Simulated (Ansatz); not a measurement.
BeTe (NiAs type), relaxed with r2SCAN: 8 runs in Ansatz 0.2.0, each a construction of maximally localised Wannier functions. It is hexagonal, P6_3/mmc (No. 194); a = 3.864 Å, c = 6.003 Å in the conventional setting, 19.40 Å³ an atom. Be is surrounded by 6 Te at 2.69 Å; Te is surrounded by 6 Be at 2.69 Å. All values are calculated for a non-magnetic cell, which may be hypothetical.

```
Be Te
1.0
     3.86360    0.00000    0.00000
    -1.93180    3.34597    0.00000
     0.00000    0.00000    6.00340
Be Te
2 2
Direct
  0.00000 0.00000 0.00000
  0.00000 0.00000 0.50000
  0.33333 0.66667 0.25000
  0.66667 0.33333 0.75000
```

Windows count from the Fermi level (the cell has no gap); a dash means that no such window was set (without an outer window there is no disentanglement). Rows marked drawn have settings drawn at random (some not listed).

```tsv
functional	SCF mesh	trial orbitals	functions	mesh	window (eV)	frozen (eV)	settings	Ω total (Å²)	Ω invariant (Å²)	largest spread (Å²)	least projectability	interpolation miss of the model's filled bands (eV, to the nearest computed level)
PBE	6×6×4	Te s, Te p	8	6×6×4	–	–	chosen	21.15	17.91	3.34	0.73	0.116
PBE	6×6×4	Te s, Te p	8	12×12×4	–	–	chosen	22.82	19.76	3.54	0.71	0.090
PBE	6×6×4	Te p	6	6×6×4	–	–	chosen	22.58	21.36	4.13	0.64	0.115
r2SCAN	6×6×4	Te s, Te p	8	6×6×4	–	–	chosen	20.29	17.15	3.17	0.74	0.098
r2SCAN	6×6×4	Te p	6	6×6×4	–	–	chosen	21.81	20.71	3.95	0.65	0.100
PBE	6×6×4	Te s, Te p (plain search)	8	6×6×4	–	–	drawn	22.97	17.91	3.99	0.73	0.099
```

Question: Estimate from these rows what the further settings give.
```
functional  SCF mesh  trial orbitals  functions   mesh  window (eV)  frozen (eV)  settings
       PBE     6×6×4      Te s, Te p          8  6×6×2            –            –    chosen
       PBE     6×6×4            Te p          6  4×4×4            –            –     drawn
```

Answer:
```csv
functional,SCF mesh,trial orbitals,functions,mesh,window (eV),frozen (eV),settings,Ω total (Å²),Ω invariant (Å²),largest spread (Å²),least projectability,"interpolation miss of the model's filled bands (eV, to the nearest computed level)"
PBE,6×6×4,"Te s, Te p",8,6×6×2,–,–,chosen,19.00,15.94,3.11,0.73,0.344
PBE,6×6×4,Te p,6,4×4×4,–,–,drawn,20.34,19.21,3.86,0.63,0.239
```

A dash in the last column means that the miss wasn't evaluated.

For Te s, Te p with PBE the spread goes 19.00 Å² (6×6×2), 21.15 Å² (6×6×4), 22.82 Å² (12×12×4).

Spin-orbit coupling is left out, which matters wherever the heavy atoms make up the band edges.
